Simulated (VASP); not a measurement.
# C (Fd-3m) in VASP: further runs, part 2 of 2

VASP 6.6.1.

## 3. Relaxation of cell and atoms, HF

File POSCAR:

```
C
1.0
    0.0000000000      1.7833700000      1.7833700000
    1.7833700000      0.0000000000      1.7833700000
    1.7833700000      1.7833700000      0.0000000000
C
2
Direct
    0.7500000000      0.7500000000      0.7500000000
    0.5000000000      0.5000000000      0.5000000000
```

File INCAR.step1:

```
PREC     = Accurate       # precision mode
ENCUT    = 600            # plane-wave cutoff, eV
EDIFF    = 1E-5           # SCF threshold, eV
ISMEAR   = -1             # smearing method
SIGMA    = 0.05           # smearing width, eV
LREAL    = F              # projectors in reciprocal space
LASPH    = T              # aspherical terms in the spheres
NELM     = 80             # most SCF steps
ALGO     = Normal         # electronic algorithm
LWAVE    = T              # write WAVECAR
LCHARG   = F              # write CHGCAR
GGA      = PE             # functional
```

File INCAR.step2:

```
PREC     = Accurate       # precision mode
ENCUT    = 600            # plane-wave cutoff, eV
EDIFF    = 1E-6           # SCF threshold, eV
ISMEAR   = -1             # smearing method
SIGMA    = 0.05           # smearing width, eV
LREAL    = F              # projectors in reciprocal space
LASPH    = T              # aspherical terms in the spheres
NELM     = 80             # most SCF steps
ALGO     = Normal         # electronic algorithm
ISIF     = 3              # what is computed and relaxed
LWAVE    = F              # write WAVECAR
LCHARG   = F              # write CHGCAR
GGA      = PE             # functional
LHFCALC  = T              # exact exchange
AEXX     = 1.0            # exact-exchange fraction
ALDAC    = 0.0          
AGGAC    = 0.0          
PRECFOCK = Fast         
HFRCUT   = -1           
IBRION   = 2              # ionic algorithm
NSW      = 40             # ionic steps
EDIFFG   = -0.01          # ionic threshold
ISTART   = 1
```

File KPOINTS:

```
Automatic mesh
0
Gamma
  7 7 7
```

Potentials or basis: VASP PAW PBE potentials, release 64 (C).

The run is started by

```console
$ cat potpaw_PBE.64/C/POTCAR > POTCAR
$ cp INCAR.step1 INCAR
$ mpirun -np 1 vasp_std > vasp.out
$ cp INCAR.step2 INCAR
$ mpirun -np 1 vasp_std > vasp.out
```

Run time: 5.4 min. Hardware: 1 thread of Intel Xeon Platinum 8559C (Emerald Rapids), shared host; peak memory 0.12 GiB.

The run converged. Its results:

```yaml
Free_energy: -30.6197 eV
Relaxed_volume: 5.60 Å³/atom
Relaxed_cell: a = 2.511 Å, b = 2.511 Å, c = 2.511 Å, α = 60.00°, β = 60.00°, γ = 60.00°
Space_group_after_relaxing_to_0.05_Å: Fd-3m (No. 227)
Energy_gained_by_relaxing: 1.5 meV/atom
Ionic_steps: 3
Pressure_after_relaxing: 0.0 GPa
Band_gap_on_the_k_mesh: 12.75 eV, indirect (least direct gap 14.82 eV)
```

Step by step:
```
step  energy change (eV)  largest force (eV/Å)  pressure (GPa)  volume (Å³)
   1              0.0000                0.0000           -6.37        11.34
   2              0.0039                0.0000           10.21        10.98
   3             -0.0029                0.0000           -0.04        11.20
```

Final structure:
```
CELL_PARAMETERS angstrom
0.00000 1.77567 1.77567
1.77567 0.00000 1.77567
1.77567 1.77567 0.00000
ATOMIC_POSITIONS crystal
C 0.75000 0.75000 0.75000
C 0.50000 0.50000 0.50000
```

Levels at points of the mesh, in eV from the valence-band top:
```tsv
k point	band 1	band 2	band 3	band 4	band 5	band 6	band 7	band 8
(0.00, 0.00, 0.00)	-29.52	0.00	0.00	0.00	14.82	14.82	14.82	25.08
```

Caveat: the k mesh is coarse (spacing up to 0.44 Å⁻¹), so the values aren't converged, least of all with exact exchange; the PAW data sets were made with another functional, which shifts forces and pressure a little; an odd mesh through Γ misses points on the zone boundary, where band edges often lie.

## 4. Single point, PBE

File INCAR:

```
SYSTEM = C
PREC     = Accurate       ! precision mode
ENCUT    = 520            ! plane-wave cutoff, eV
EDIFF    = 1E-6           ! SCF threshold, eV
ISMEAR   = 0              ! smearing method
SIGMA    = 0.03           ! smearing width, eV
LREAL    = .False.        ! projectors in reciprocal space
LASPH    = .True.         ! aspherical terms in the spheres
NELM     = 80             ! most SCF steps
ALGO     = Normal         ! electronic algorithm
ISIF     = 2              ! what is computed and relaxed
LWAVE    = .False.        ! write WAVECAR
LCHARG   = .False.        ! write CHGCAR
GGA      = PE             ! functional
```

File KPOINTS:

```
Automatic mesh
0
Gamma
  13 13 13
  0 0 0
```

POSCAR is that of step 3.

The run is started by

```console
$ cat potpaw_PBE.64/C/POTCAR > POTCAR
$ mpirun -np 1 vasp_std > vasp.out
```

It used 5 s of CPU time on 1 thread of Intel(R) Xeon(R) Platinum 8559C (Emerald Rapids) (shared host), which was overloaded at the time.

Results (log left out):

```yaml
Free_energy: -18.1853 eV
Pressure: 2.5 GPa
Band_gap_on_the_k_mesh: 4.14 eV, indirect (least direct gap 5.59 eV)
```

Levels at points of the mesh, in eV from the valence-band top:
| k point | band 1 | band 2 | band 3 | band 4 | band 5 | band 6 | band 7 | band 8 |
| --- | --- | --- | --- | --- | --- | --- | --- | --- |
| (0.00, 0.00, 0.00) | -21.48 | 0.00 | 0.00 | 0.00 | 5.59 | 5.59 | 5.59 | 13.33 |

Caveat: an odd mesh through Γ misses points on the zone boundary, where band edges often lie.

## 5. Single point, LDA (grid = ENCUT=400 dk=0.35 cell=3x3x3 ISMEAR=0 SIGMA=0.05 LREAL=Auto EDIFF=1e-06)

File INCAR:

```
SYSTEM = C
  PREC = Accurate
  ENCUT = 400
  EDIFF = 1E-6
  ISMEAR = 0
  SIGMA = 0.05
  LREAL = Auto
  LASPH = .True.
  NELM = 120
  ALGO = Fast
  ISIF = 2
  LWAVE = .False.
  LCHARG = .False.
  NBANDS = 126
  NCORE = 1
  KPAR = 2
```

File KPOINTS:

```
regular mesh
0
Gamma
  3 3 3
  0 0 0
```

File POSCAR:

```
C
1.0
    0.0000000000      5.3501100000      5.3501100000
    5.3501100000      0.0000000000      5.3501100000
    5.3501100000      5.3501100000      0.0000000000
C
54
Direct
    0.2500000000      0.2500000000      0.2500000000
    0.2500000000      0.2500000000      0.5833333333
    0.2500000000      0.2500000000      0.9166666667
    0.2500000000      0.5833333333      0.2500000000
    0.2500000000      0.5833333333      0.5833333333
    0.2500000000      0.5833333333      0.9166666667
    0.2500000000      0.9166666667      0.2500000000
    0.2500000000      0.9166666667      0.5833333333
    0.2500000000      0.9166666667      0.9166666667
    0.5833333333      0.2500000000      0.2500000000
    0.5833333333      0.2500000000      0.5833333333
    0.5833333333      0.2500000000      0.9166666667
    0.5833333333      0.5833333333      0.2500000000
    0.5833333333      0.5833333333      0.5833333333
    0.5833333333      0.5833333333      0.9166666667
    0.5833333333      0.9166666667      0.2500000000
    0.5833333333      0.9166666667      0.5833333333
    0.5833333333      0.9166666667      0.9166666667
    0.9166666667      0.2500000000      0.2500000000
    0.9166666667      0.2500000000      0.5833333333
    0.9166666667      0.2500000000      0.9166666667
    0.9166666667      0.5833333333      0.2500000000
    0.9166666667      0.5833333333      0.5833333333
    0.9166666667      0.5833333333      0.9166666667
    0.9166666667      0.9166666667      0.2500000000
    0.9166666667      0.9166666667      0.5833333333
    0.9166666667      0.9166666667      0.9166666667
    0.1666666667      0.1666666667      0.1666666667
    0.1666666667      0.1666666667      0.5000000000
    0.1666666667      0.1666666667      0.8333333333
    0.1666666667      0.5000000000      0.1666666667
    0.1666666667      0.5000000000      0.5000000000
    0.1666666667      0.5000000000      0.8333333333
    0.1666666667      0.8333333333      0.1666666667
    0.1666666667      0.8333333333      0.5000000000
    0.1666666667      0.8333333333      0.8333333333
    0.5000000000      0.1666666667      0.1666666667
    0.5000000000      0.1666666667      0.5000000000
    0.5000000000      0.1666666667      0.8333333333
    0.5000000000      0.5000000000      0.1666666667
    0.5000000000      0.5000000000      0.5000000000
    0.5000000000      0.5000000000      0.8333333333
    0.5000000000      0.8333333333      0.1666666667
    0.5000000000      0.8333333333      0.5000000000
    0.5000000000      0.8333333333      0.8333333333
    0.8333333333      0.1666666667      0.1666666667
    0.8333333333      0.1666666667      0.5000000000
    0.8333333333      0.1666666667      0.8333333333
    0.8333333333      0.5000000000      0.1666666667
    0.8333333333      0.5000000000      0.5000000000
    0.8333333333      0.5000000000      0.8333333333
    0.8333333333      0.8333333333      0.1666666667
    0.8333333333      0.8333333333      0.5000000000
    0.8333333333      0.8333333333      0.8333333333
```

Potentials or basis: VASP PAW LDA potentials, release 64 (C).

The run is started by

```console
$ cat potpaw_LDA.64/C/POTCAR > POTCAR
$ mpirun -np 4 vasp_std > vasp.out
```

Run time: 43 s. Hardware: 4 MPI ranks of Intel Xeon 6975P-C (Granite Rapids), shared host; peak memory 0.25 GiB.

The run converged, but some of its settings lie outside the range that counts as converged, so its numbers aren't taken as properties of the crystal.

Results:

| Quantity | Value |
| --- | --- |
| Free energy | -546.6690 eV |
| Band gap on the k mesh | 4.11 eV |

Caveat: the cutoff is under 1.25 times the usual one of these potentials, so pressure, stress and relaxed cells hold a basis-set (Pulay) error; an odd mesh through Γ misses points on the zone boundary, where band edges often lie.

## 6. The reference run

An earlier run on the cell as given: functional PBE; potentials or basis VASP PAW PBE potentials, release 64 (C); cutoff 520 eV; k mesh 13 × 13 × 13; occupations fermi-dirac, width 0.05 eV; no spin polarisation.

- Pressure: 2.5 GPa
- Band gap on the k mesh: 4.14 eV, indirect (least direct gap 5.59 eV)

## 7. Summary

| task | level | cell | k mesh | cutoff (eV) | smearing | grid for exact exchange (PRECFOCK) | exchange at q = 0 | mesh quality | gap on the mesh (eV) | pressure (GPa) |
| --- | --- | --- | --- | --- | --- | --- | --- | --- | --- | --- |
| single point | PBE | as given | 13 × 13 × 13 | 520 | gaussian 0.027 eV | - | - | not flagged | 4.14 | 2.5 |
| relaxation of cell and atoms | HF | relaxed | 7 × 7 × 7 | 600 | fermi-dirac 0.05 eV | Fast | truncated | coarse | 12.75 | 0.0 |
| single point | PBE | as given | 13 × 13 × 13 | 520 | gaussian 0.03 eV | - | - | not flagged | 4.14 | 2.5 |
| single point | PBE | as given | 13 × 13 × 13 | 520 | fermi-dirac 0.05 eV | - | - | not flagged | 4.14 | 2.5 |

Alike in all rows: potentials or basis VASP PAW PBE potentials, release 64 (C); no spin polarisation.

Caveats: some runs use coarse meshes; an odd mesh through Γ misses points on the zone boundary, where band edges often lie; the PAW data sets were made with another functional, which shifts forces and pressure a little (some runs).

Absolute energies hang on the potentials; compare differences alone.
